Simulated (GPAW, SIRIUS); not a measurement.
Given: the input of a run of GPAW 26.7.0 (ASE script) on In. This isn't the form of In at room conditions, which is tetragonal.

Contents of run.py:

```python
from ase import Atoms
from ase.dft.bandgap import bandgap
from ase.io import write
from ase.units import GPa
from gpaw import GPAW, PW, setup_paths

setup_paths.insert(0, '.')

atoms = Atoms(['In', 'In'],
              cell=[[3.335484782, 0.0, 0.0],
                    [-1.667742391, 2.8886145552, 0.0],
                    [0.0, 0.0, 5.50914292]],
              scaled_positions=[[0.6666666667, 0.3333333333, 0.75],
                                [0.3333333333, 0.6666666667, 0.25]],
              pbc=True)

calc = GPAW(mode=PW(600),
            xc='PBEsol',
            kpts={'size': (9, 9, 5), 'gamma': True},
            occupations={'name': 'fermi-dirac', 'width': 0.05},
            nbands=23,
            convergence={'density': 1e-05, 'energy': 1e-05},
            maxiter=150,
            txt='gpaw.txt')
atoms.calc = calc
energy = atoms.get_potential_energy()
forces = atoms.get_forces()
stress = atoms.get_stress()
calc.write('gs.gpw')
write('result.traj', atoms)
print(f'Energy: {energy:.6f} eV')
print('Forces (eV/A):')
print(forces.round(4))
print('Stress (GPa):', (stress / GPa).round(3))
print('Fermi level:', round(calc.get_fermi_level(), 4), 'eV')
print(f'Gap: {bandgap(calc)[0]:.4f} eV, direct: {bandgap(calc, direct=True)[0]:.4f} eV')
```

Potentials or basis: PAW data sets generated in the run's folder for this functional, pw.

Run with:

```bash
$ gpaw-setup -f PBEsol In
$ OMP_NUM_THREADS=1 python run.py
```

**Question.** Translate it to SIRIUS 7.10.0. Potentials or basis there: PseudoDojo 0.4.1 PBEsol standard (scalar relativistic), cutoff 960 eV.

**Answer.** As run (cutoffs and basis follow the program's own potentials, and thresholds, step limits or extra output files can differ):

Contents of sirius.json:

```json
{
  "control": {
    "processing_unit": "cpu",
    "verbosity": 2,
    "num_bands_to_print": 21,
    "print_forces": true,
    "print_stress": true
  },
  "parameters": {
    "electronic_structure_method": "pseudopotential",
    "xc_functionals": ["XC_GGA_X_PBE_SOL", "XC_GGA_C_PBE_SOL"],
    "gk_cutoff": 8.4,
    "pw_cutoff": 16.8,
    "ngridk": [9, 9, 5],
    "shiftk": [0, 0, 0],
    "smearing": "fermi_dirac",
    "smearing_width": 0.0018374661,
    "num_bands": 21,
    "num_mag_dims": 0,
    "num_dft_iter": 100,
    "energy_tol": 1e-08,
    "density_tol": 1e-06
  },
  "iterative_solver": {
    "type": "davidson",
    "min_tolerance": 1e-09,
    "tolerance_scale": [0.1, 0.25]
  },
  "mixer": {
    "type": "anderson",
    "beta": 0.7,
    "max_history": 8
  },
  "settings": {
    "tol_ne": 1e-10,
    "pseudo_grid_cutoff": 6.5
  },
  "unit_cell": {
    "lattice_vectors": [
      [1.0, 0.0, 0.0],
      [-0.5, 0.8660254038, 0.0],
      [0.0, 0.0, 1.651676826628]
    ],
    "lattice_vectors_scale": 6.3031527308,
    "atom_coordinate_units": "lattice",
    "atom_types": ["In"],
    "atom_files": {
      "In": "In.json"
    },
    "atoms": {
      "In": [
        [0.6666666667, 0.3333333333, 0.75],
        [0.3333333333, 0.6666666667, 0.25]
      ]
    }
  }
}
```

Potentials or basis: PseudoDojo 0.4.1 PBEsol standard (scalar relativistic).

Run with:

```console
$ upf_to_json In.upf
$ OMP_NUM_THREADS=1 sirius.scf --input=sirius.json --output=out.json --task=0
```

Both were run:

|  | GPAW | SIRIUS |
| --- | --- | --- |
| Pressure | -1.7 GPa | -1.4 GPa |

Pressure is positive in compression.
